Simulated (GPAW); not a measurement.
Runs of GPAW 26.7.0 on Sr. Symmetry: Fm-3m, No. 225, cubic system. Conventional cell: a = 6.085 Å, b = 6.085 Å, c = 6.085 Å, α = 90.00°, β = 90.00°, γ = 90.00°. Sr (site symmetry m-3m) is surrounded by 12 Sr at 4.30 Å. 

| level | gap on the mesh (eV) | pressure (GPa) | relaxed volume (Å³/atom) |
| --- | --- | --- | --- |
| PBEsol+D4 | none | 0.0 | 51.37 |
| PBEsol | none | 0.1 | (a) |
| PBEsol+D3(BJ) | none | 0.0 | (b) |
| PBEsol+D3(BJ)+ATM | none | 0.0 | 49.15 |
| PBEsol+D3 | none | 0.0 | 51.17 |

Alike in all rows: task relaxation of cell and atoms; potentials or basis PAW data sets generated in the run's folder for this functional, pw; no spin polarisation; cell relaxed; k mesh 8 × 8 × 8; cutoff (eV) 600; smearing fermi-dirac 0.05 eV.

Question: Estimate the missing entries.

Answer: (a) 51.89; (b) 48.98.

Caveats: later steps reuse the first step's grids; pairwise dispersion overbinds metals, which lowers pressure and volume (some runs).

A k mesh can miss the band edges, and the runs leave out spin-orbit coupling on Sr.

A gap of «none» marks a metal or a gap under the smearing width.
